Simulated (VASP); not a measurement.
## Si2Ni: equation of state with PBEsol

The system is Si2Ni.

```
Ni Si
1.0
     0.00000    2.69420    2.69420
     2.69420    0.00000    2.69420
     2.69420    2.69420    0.00000
Ni Si
1 2
Direct
  0.00000 0.00000 0.00000
  0.75000 0.75000 0.75000
  0.25000 0.25000 0.25000
```

```yaml
Program: VASP 6.6.1
Task: equation of state
Functional: PBEsol
Potentials_or_basis: VASP PAW PBE potentials, release 64 (Ni, Si)
Cutoff: 520 eV
k_mesh: 8 × 8 × 8
Occupations: fermi-dirac, width 0.05 eV
Spin: collinear spin, ferromagnetic start
Starting_moments: "[1.0, 0.0, 0.0] μB"
Ladder: gaps
Further_INCAR_settings: ALGO = Normal; EDIFF = 1e-06
```

* Equilibrium volume: 13.04 Å³/atom
* Bulk modulus: 151 GPa
* Pressure derivative of the bulk modulus: 4.8 (rough: it moves with the points fitted)

Energy against volume, from the lowest point:
```tsv
volume (Å³/atom)	energy (meV/atom)
12.516	10.75
12.777	2.61
13.038	0.00
13.298	2.31
13.559	9.00
```

All runs of the series together: 2.3 min on 1 thread of Intel(R) Xeon(R) Platinum 8488C (Sapphire Rapids), on a shared host.

Caveat: the PAW data sets were made with another functional, which shifts forces and pressure a little.
